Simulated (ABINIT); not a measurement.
Here is an ABINIT 10.8.3 (patched build) calculation.

Contents of run.abi:

```
# Datasets: one volume each
ndtset 7
getwfk -1
scalecart1 3*0.9795861087
scalecart2 3*0.9864848297
scalecart3 3*0.9932883884
scalecart4 3*1.0000000000
scalecart5 3*1.0066227096
scalecart6 3*1.0131594038
scalecart7 3*1.0196128224

# Pseudopotentials
pp_dirpath "./"
pseudos "Co.LDA_PW-JTH.xml, Ti.LDA_PW-JTH.xml"

# Structure
acell 2.98611099 2.98611099 2.98611099 Angstrom
rprim
     1.0000000000     0.0000000000     0.0000000000
     0.0000000000     1.0000000000     0.0000000000
     0.0000000000     0.0000000000     1.0000000000
ntypat 2
znucl 27 22
natom 2
typat 1 2
xred
     0.5000000000     0.5000000000     0.5000000000
     0.0000000000     0.0000000000     0.0000000000

# Plane-wave basis
ecut 26.0
pawecutdg 48.0

# k points
kptopt 1
ngkpt 6 6 6
nshiftk 1
shiftk 0.0 0.0 0.0

# Exchange and correlation
ixc 7

# Bands and occupations
nband 20
occopt 3
tsmear 0.05 eV

# Spin
nsppol 2
spinat
     0.0000000000     0.0000000000     2.0000000000
     0.0000000000     0.0000000000     1.0000000000

# SCF cycle
nstep 100
tolvrs 1.0e-9

# Output
iomode 3
prtwf 1
prtden 0
prteig 0
prtebands 0
enunit 1
```

Potentials or basis: JTH PAW LDA v2.0.

The run is started by

```sh
$ abinit run.abi > log 2>&1
```

**Question.** Predict the equilibrium volume.

**Answer.** 12.28 Å³/atom (rough: see the caveat).

**Question.** What does it give for the bulk modulus?

**Answer.** 213 GPa (rough).

Energy against volume, from the lowest point:
```
volume (Å³/atom)  energy (meV/atom)
          12.515               0.00
          12.781               9.74
          13.047              25.71
          13.313              47.21
          13.580              73.65
          13.846             104.51
          14.112             139.31
```

Caveat: pressures at fixed basis lie under the slope of the energies; the minimum lies outside the volumes run.
